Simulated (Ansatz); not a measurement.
BeSe: from a first guess to the relaxed zincblende type

First guess:

```xyz
2
Lattice="0.0000 2.5593 2.5593 2.5593 0.0000 2.5593 2.5593 2.5593 0.0000" Properties=species:S:1:pos:R:3 pbc="T T T"
Be    0.0000    0.0000    0.0000
Se    1.2796    1.2796    1.2796
```

Theory: Ansatz 0.2.0, DFT, PBE, PAW with Ansatz's default frozen-core files, scalar-relativistic.

Cell and atoms relax within the symmetry of the start on a 14×14×14 k mesh with 0.05 eV Fermi–Dirac smearing.

The start is built from a prototype, known or not as a phase of this compound; the cutoff is 420 eV.

(1) What is the pressure of the first guess?

(2) What does it relax to?

(3) How much energy does the relaxation release?

## Answers

(1) 2.77 GPa.

(2) a = 5.177 Å, b = 5.177 Å, c = 5.177 Å, α = 90.00°, β = 90.00°, γ = 90.00° (conventional cell), 17.34 Å³ per atom:
```xyz
2
Lattice="0.0000 2.5885 2.5885 2.5885 0.0000 2.5885 2.5885 2.5885 0.0000" Properties=species:S:1:pos:R:3 pbc="T T T"
Be    0.0000    0.0000    0.0000
Se    1.2943    1.2943    1.2943
```

(3) 5 meV/atom.
